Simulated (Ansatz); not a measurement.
This is a single-point calculation with Ansatz 0.2.0 on GaSb built on the zincblende prototype; the level of theory is r2SCAN. The cell was relaxed with r2SCAN and then strained (epitaxial +1.0 % in the plane normal to [111], free normal strain -0.50 %), with the atoms relaxed again with r2SCAN; k points keep the names of the unstrained zone.

```yaml
crystal:
  lattice:
    - [-0.030658788, 3.0658787979, 3.0658787979]
    - [3.0658787979, -0.030658788, 3.0658787979]
    - [3.0658787979, 3.0658787979, -0.030658788]
  atoms:
    - { symbol: Ga, position: [-0.0006560589, -0.0006560589, -0.0006560589] }
    - { symbol: Sb, position: [0.2506560589, 0.2506560589, 0.2506560589] }
kpoints:
  mp_grid: { grid: [8, 8, 8] }
  band_path:
    path:
      - [0.0, 0.0, 0.0]
      - [-0.5, -0.5, 0.0]
      - [-0.375, -0.375, 0.25]
      - [-0.375, 0.0, 0.375]
      - [0.0, 0.0, 0.5]
      - [-0.5, -0.25, 0.25]
      - [-0.010417, 0.0, 0.010417]
    npoints: 1
hamiltonian:
  xc: r2scan
scf:
  occupations: { method: fermi_dirac, width: 0.02 }
  n_extra_bands: 4
output:
  forces: true
  stress: true
  eigenvalues: true
  write_density: true
  write_potential: true
  elf: true
  volumetric_format: npy
```

In the abridged output below, numbers in square brackets stand for lines, or ends of lines, that were taken out.
```
scf.n_extra_bands = 4 over 14 filled bands (N_el = 28.0): the run solves 18 bands
Pseudopotential: Ga, paw, valence charge 13, recommended cutoff 500 eV (meta_gga)
Pseudopotential: Sb, paw, valence charge 15, recommended cutoff 500 eV (meta_gga)
Functional definition: r2SCAN
  parameter k0 = 0.174
  parameter k1 = 0.065
  parameter a1 = 4.9479
  exchange = r2scan_x(k0 = k0, k1 = k1, a1 = a1)
  correlation = r2scan_c
Crystal: 2 atoms, lattice volume = 58.501 Å³
Basis set: ecut = 500 eV, 1459 PW (Γ)
Symmetry: 6 space group operations
Space group: R3m (ITA 160)
k-points: 65 of 512 (time reversal used)
SCF 1 converged in 6 iterations: F = -10289.856051 eV  dr2 = 1.51e-8
Free energy (F): -10289.856051 eV
[1]
--- Forces (eV/Å), atoms counted from 1 ---
  atom   1  Ga    -0.00102    -0.00102    -0.00102
  atom   2  Sb      0.00102      0.00102      0.00102
--- Stress (GPa, compression-positive) ---
[2]
--- Band table (eV; the first three rows and the last of 65) ---
[3]
```

The rows of the band table are 0: (0, 0, 0) = Γ, 1: (0, 0, 1/8), 2: (0, 0, 1/4), 64: (-1/2, -1/2, -1/2) = L.

**Question.** Fill in the blanks. They hold the stress, the Fermi energy and the band table.

**Answer.**
```
[1]
Fermi energy:    7.423415 eV
[2]
       -0.763436       0.417914       0.417914
        0.417914      -0.763436       0.417914
        0.417914       0.417914      -0.763436
  P = ⅓ Tr σ = -0.7634 GPa (-7.634 kbar)
[3]
  k-point 0: bands = […, -8.1472, -8.1472, -4.5309, 7.2046, 7.2046, 7.3018, 7.5447, 10.1977, 10.1977, 10.3331]
  k-point 1: bands = […, -8.1475, -8.1474, -4.3677, 5.2446, 6.9585, 7.0437, 8.5093, 10.5492, 10.6533, 10.9200]
  k-point 2: bands = […, -8.1480, -8.1476, -3.9039, 3.1653, 6.5153, 6.5837, 8.3250, 11.1022, 11.1802, 12.7846]
  k-point 64: bands = […, -8.1470, -8.1470, -2.8071, 0.7975, 5.9972, 5.9972, 7.7489, 11.2126, 11.2126, 14.1037]
```
The trailing digits, and the zero of the energies, depend on the potentials and thresholds.

Run as `ansatz run input.yaml --threads 2 --pin off --max-ram 29491MiB --backend cpu --events-out ev --progress --plain --runs-dir out`. It took 6.5 s on 2 threads of AMD EPYC 7R13 Processor (Zen 3), on a shared host; peak host memory 0.68 GiB.

Calculated for a static, non-magnetic cell.

No spin-orbit coupling is included; it can move band edges with weight on the heavy atoms by tenths of an eV.
